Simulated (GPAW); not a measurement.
Runs of GPAW 26.7.0 on Ta2N. It takes space group P-3m1 (No. 164, trigonal). Conventional cell: a = 3.113 Å, b = 3.113 Å, c = 4.870 Å, α = 90.00°, β = 90.00°, γ = 120.00°. Around Ta (site symmetry 3m) lie 3 N at 2.18 Å. Around N (site symmetry -3m) lie 6 Ta at 2.18 Å. The cell comes from a database or a generator and needn't be the stable form of this composition.

| task | level | potentials or basis | cell | k mesh | cutoff (eV) | smearing | optimizer | fmax | max steps | convergence | mixer | mesh quality | gap on the mesh (eV) | pressure (GPa) | V0 of scaled cells (Å³/atom) | relaxed volume (Å³/atom) | B0 (GPa) | largest force (eV/Å) |
| --- | --- | --- | --- | --- | --- | --- | --- | --- | --- | --- | --- | --- | --- | --- | --- | --- | --- | --- |
| relaxation of cell and atoms | PBEsol+D3(BJ)+ATM | PAW data sets generated in the run's folder for this functional, pw | relaxed | 7 × 7 × 4 | 800 | fermi-dirac 0.05 eV | BFGS | 0.02 eV/Å | 60 | density=1e-05 forces=0.0001 | - | not flagged | none | 0.1 | - | 12.96 | - | 0.01 |
| equation of state | LDA | the program's PAW data sets (release 1.2.1) made for this functional, pw | as given | 8 × 8 × 5 | 800 | fermi-dirac 0.05 eV | - | - | - | - | - | not flagged | - | - | 12.92 | - | (b) | - |
| electron localisation function | BP86 | PAW data sets generated in the run's folder for this functional, pw | as given | 10 × 10 × 6 | 800 | fermi-dirac 0.05 eV | - | - | - | - | msr1 nmaxold=20 | not flagged | none | -1.1 | - | - | - | 0.06 |
| equation of state | PBE | GPAW PAW data sets (gpaw-data 1.2.1), pw | as given | 10 × 10 × 6 | 800 | fermi-dirac 0.05 eV | - | - | - | - | - | not flagged | - | - | 13.59 | - | 282 | - |
| band structure | LDA | the program's PAW data sets (release 1.2.1) made for this functional, pw | as given | 8 × 8 × 5 | 800 | fermi-dirac 0.05 eV | - | - | - | - | - | not flagged | - | -15.4 | - | - | - | 0.59 |
| Fermi surface | WC | PAW data sets generated in the run's folder for this functional, pw | as given | 5 × 5 × 3 | 680 | fermi-dirac 0.01 eV | - | - | - | - | - | coarse | none | -8.9 | - | - | - | 1.08 |
| single point | PBE | GPAW PAW data sets (gpaw-data 1.2.1), pw | as given | 10 × 10 × 6 | 800 | gaussian 0.05 eV | - | - | - | - | - | not flagged | none | -1.1 | - | - | - | 0.05 |
| single point | PBEsol | PAW data sets generated in the run's folder for this functional, pw | as given | 10 × 10 × 6 | 800 | gaussian 0.02 eV | - | - | - | - | - | not flagged | none | -9.0 | - | - | - | 0.24 |
| equation of state | PBEsol | PAW data sets generated in the run's folder for this functional, pw | as given | 8 × 8 × 5 | 800 | fermi-dirac 0.05 eV | - | - | - | - | - | not flagged | - | - | (a) | - | 302 | - |
| relaxation of cell and atoms | PBEsol+D3(BJ) | PAW data sets generated in the run's folder for this functional, pw | relaxed | 7 × 7 × 4 | 800 | fermi-dirac 0.05 eV | BFGS | 0.02 eV/Å | 60 | density=1e-05 forces=0.0001 | - | not flagged | none | 0.0 | - | 12.91 | - | 0.01 |
| relaxation of cell and atoms | PBEsol | PAW data sets generated in the run's folder for this functional, pw | relaxed | 7 × 7 × 4 | 800 | fermi-dirac 0.05 eV | BFGS | 0.02 eV/Å | 60 | density=1e-05 forces=0.0001 | - | not flagged | none | 0.1 | - | 13.20 | - | 0.01 |
| single point | PBE | GPAW PAW data sets (gpaw-data 1.2.1), pw | as given | 10 × 10 × 6 | 800 | fermi-dirac 0.05 eV | - | - | - | - | - | not flagged | none | -1.1 | - | - | - | 0.03 |

Alike in all rows: no spin polarisation.

Question: Estimate the missing entries.

Answer: (a) 13.21; (b) 317.

Caveats: some runs use coarse meshes; later steps reuse the first step's grids (some runs); the cell was scaled at fixed shape and fractional positions, which overstates the stiffness of a crystal with free parameters, most of all of layers and chains (some runs); pairwise dispersion overbinds metals, which lowers pressure and volume (some runs); the cutoff is short for stress and forces, so pressures can be off by a GPa or more (some runs).

A k mesh can miss the band edges, and the runs leave out spin-orbit coupling on Ta.

A gap of «none» marks a metal or a gap under the smearing width.

Not every run made on this cell is shown here.
